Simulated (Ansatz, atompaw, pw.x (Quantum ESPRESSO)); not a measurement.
# pw.x on sc Si: one setting changed

Potential: PAW, atompaw 4.2.0.5, PBE; core [Ne], reference 3s2 3p2; waves: 3s (bound): rc 2.65 bohr; 3s channel at 0.5 Ry: rc 2.65 bohr; 3p (bound): rc 2.45 bohr; 3p channel at 1.85 Ry: rc 2.65 bohr; 3d channel at 0.15 Ry: rc 2.65 bohr; 3d channel at 0.85 Ry: rc 2.65 bohr; local part: bessel scheme, radius 1.70 bohr; core correction: smooth core density matched at 2.00 bohr; augmentation: besselshape compensation charge, radius 2.55 bohr; PAW radius 2.65 bohr; waves and projectors: custom polynom2 7 10 vanderbiltortho.

The reference run (k-mesh 13³, cutoffs 40/400 Ry, Fermi–Dirac 0.01 Ry, mixing_beta 0.4, conv_thr 1e-9, no spin) gives -0.67 GPa at 16.322 Å³/atom, where all-electron LAPW gives -0.08 GPa. This run, with its own iteration cap, changes ecutwfc to 3, a wrong or extreme entry chosen on purpose.

```
&control
  calculation='scf', prefix='x', pseudo_dir='./', outdir='./tmp', tstress=.true., disk_io='none'
/
&system
  ibrav=0, nat=1, ntyp=1, ecutwfc=3, ecutrho=400, nbnd=9,
  occupations='smearing', smearing='fd', degauss=0.01
/
&electrons
  conv_thr=1e-09, mixing_beta=0.4, electron_maxstep=70
/
ATOMIC_SPECIES
Si 1.0 Si.UPF
CELL_PARAMETERS angstrom
  2.53663389 0.00000000 0.00000000
  0.00000000 2.53663389 0.00000000
  0.00000000 0.00000000 2.53663389
ATOMIC_POSITIONS crystal
Si 0.0000 0.0000 0.0000
K_POINTS automatic
13 13 13 0 0 0
```

```bash
pw.x < Si.scf.in > Si.scf.out
```

Question: How does the run end?

Answer: It stops with "memory_report: more bands than PWs!".

```
Message from routine setup:
     using ibrav=0 with symmetry is DISCOURAGED, use correct ibrav instead
     lattice parameter (alat)  =       4.7935  a.u.
     unit-cell volume          =     110.1463 (a.u.)^3
     number of electrons       =         4.00
     number of Kohn-Sham states=            9
     kinetic-energy cutoff     =       3.0000  Ry
     charge density cutoff     =     400.0000  Ry
     scf convergence threshold =      1.0E-09
     Exchange-correlation= SLA PW PBX PBC
     number of k points=    84  Fermi-Dirac smearing, width (Ry)=  0.0100
     Error in routine memory_report (1):
     more bands than PWs!
```

The run took about 1 s on one core of a shared host (Intel(R) Xeon(R) Platinum 8259CL CPU @ 2.50GHz, 96 threads, 755 GiB, load 126).
